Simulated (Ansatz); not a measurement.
# PbSe: the cost of one run

Method: reference: DFT, r2SCAN, plane waves, PAW, in Ansatz 0.2.0.

2 further runs of the same task are left out: 2 that didn't finish.

## Step 1: Starting point

The structure is cubic, space group Pm-3m (No. 221). Conventional cell: a = 3.768 Å, b = 3.768 Å, c = 3.768 Å, α = 90.00°, β = 90.00°, γ = 90.00°. Around Pb (site symmetry m-3m) lie 8 Se at 3.26 Å. Se (site symmetry m-3m) has 8 Pb at 3.26 Å as nearest neighbours.

As a file:

```xyz
2
Lattice="3.7682 0.0000 0.0000 0.0000 3.7682 0.0000 0.0000 0.0000 3.7682" Properties=species:S:1:pos:R:3 pbc="T T T"
Pb    0.0000    0.0000    0.0000
Se    1.8841    1.8841    1.8841
```

## Step 2: The reference run

input.yaml

```yaml
crystal:
  lattice:
    - [3.7681579098, 0.0, 0.0]
    - [0.0, 3.7681579098, 0.0]
    - [0.0, 0.0, 3.7681579098]
  atoms:
    - { symbol: Pb, position: [0.0, 0.0, 0.0] }
    - { symbol: Se, position: [0.5, 0.5, 0.5] }
kpoints:
  mp_grid: { grid: [6, 6, 6] }
hamiltonian:
  xc: r2scan
scf:
  occupations: { method: fermi_dirac, width: 0.02 }
  n_extra_bands: 4
output:
  forces: true
  stress: true
  eigenvalues: true
```

Launch:

```
ansatz run input.yaml --threads 4 --pin off --max-ram 3686MiB --backend cpu --events-out ev --progress --plain --runs-dir out
```

**Question.** How long does this run take on 4 threads of Arm Neoverse N1, shared host, and how much memory does it need?

About 2 s, with a peak of 0.45 GiB.
